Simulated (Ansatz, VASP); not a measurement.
# Sb in VASP and in Ansatz

```xyz
1
Lattice="-0.0692 2.2704 2.2704 2.2704 -0.0692 2.2704 2.2704 2.2704 -0.0692" Properties=species:S:1:pos:R:3 pbc="T T T"
Sb    0.0000    0.0000    0.0000
```

Change from the starting cell: equal xy, yz and zx shear strains of -3 %.

Alike in both runs: task single point; functional PBE; k mesh 12 × 12 × 12; occupations fermi-dirac, width 0.05 eV; no spin polarisation.

|  | VASP | Ansatz |
| --- | --- | --- |
| version | VASP 6.6.1 | Ansatz 0.2.0 |
| potentials or method | VASP PAW PBE potentials, release 64 (Sb), cutoff 520 eV | all-electron LAPW, scalar-relativistic |

Ansatz gave:

```
pressure (GPa)                                  : 9.3
largest component of the traceless stress (GPa) : 0.40
```

**Question.** What did VASP give for the same quantities?

**Answer.** Pressure (GPa): 9.2; largest component of the traceless stress (GPa): 0.41.

Ansatz ran all-electron here, so the differences hold the error of VASP's frozen core and of both bases.

The runs have no spin-orbit coupling, so splittings on Sb are missing.
